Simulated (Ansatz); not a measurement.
# ZnS: the cost of one run

Method: DFT, PBE, plane-wave PAW, default files, scalar-relativistic, as far as a step names no other, in Ansatz 0.2.0.

### 1 Starting point

Symmetry: P3m1, No. 156, trigonal system. Conventional cell: a = 3.805 Å, b = 3.805 Å, c = 24.916 Å, α = 90.00°, β = 90.00°, γ = 120.00°. Around Zn (site symmetry 3m) lie 4 S at 2.33 Å. Only part of the 16 independent sites is listed.

Structure file:

```xyz
16
Lattice="3.8051 0.0000 0.0000 -1.9025 3.2953 0.0000 0.0000 0.0000 24.9159" Properties=species:S:1:pos:R:3 pbc="T T T"
Zn    0.0000    2.1969    3.1174
Zn    0.0000    0.0000    0.0040
Zn    1.9025    1.0984   15.5736
Zn    1.9025    1.0984   21.8049
Zn    0.0000    0.0000   18.6875
Zn    0.0000    2.1969   12.4599
Zn    0.0000    0.0000    9.3457
Zn    1.9025    1.0984    6.2322
S     1.9025    1.0984    8.5642
S     1.9025    1.0984   17.9041
S     0.0000    2.1969    5.4500
S     0.0000    0.0000   21.0209
S     1.9025    1.0984   24.1389
S     0.0000    0.0000    2.3353
S     0.0000    2.1969   14.7922
S     0.0000    0.0000   11.6778
```

### 2 Single point at the given positions

input.yaml reads:

```yaml
crystal:
  lattice:
    - [3.8050880673, 0.0, 0.0]
    - [-1.9025440336, 3.2953029299, 0.0]
    - [0.0, 0.0, 24.9159345]
  atoms:
    - { symbol: Zn, position: [0.3333333333, 0.6666666667, 0.12511841] }
    - { symbol: Zn, position: [0.0, 0.0, 0.00015897] }
    - { symbol: Zn, position: [0.6666666667, 0.3333333333, 0.62504747] }
    - { symbol: Zn, position: [0.6666666667, 0.3333333333, 0.8751387] }
    - { symbol: Zn, position: [0.0, 0.0, 0.75002227] }
    - { symbol: Zn, position: [0.3333333333, 0.6666666667, 0.50007816] }
    - { symbol: Zn, position: [0.0, 0.0, 0.37508794] }
    - { symbol: Zn, position: [0.6666666667, 0.3333333333, 0.25012849] }
    - { symbol: S, position: [0.6666666667, 0.3333333333, 0.34372199] }
    - { symbol: S, position: [0.6666666667, 0.3333333333, 0.71858116] }
    - { symbol: S, position: [0.3333333333, 0.6666666667, 0.21873405] }
    - { symbol: S, position: [0.0, 0.0, 0.84367239] }
    - { symbol: S, position: [0.6666666667, 0.3333333333, 0.96881275] }
    - { symbol: S, position: [0.0, 0.0, 0.09372606] }
    - { symbol: S, position: [0.3333333333, 0.6666666667, 0.59368598] }
    - { symbol: S, position: [0.0, 0.0, 0.46868621] }
kpoints:
  mp_grid: { grid: [8, 8, 2] }
scf:
  occupations: { method: fermi_dirac, width: 0.02 }
hamiltonian:
  xc: pbe
  pseudopotentials: { kind: paw }
output:
  forces: true
  stress: true
  populations: true
  efg:
    quadrupole_moments_barn: { Zn: 0.122, S: -0.0694 }
    contact_densities: true
```

Started as:

```bash
> ansatz run input.yaml --threads 1 --pin off --max-ram 2560MiB --backend cpu --events-out ev --progress --plain --runs-dir out
```

Q: Estimate wall time and peak memory on 1 thread of an Arm CPU, shared host.

About 100 s, with a peak of 0.71 GiB.
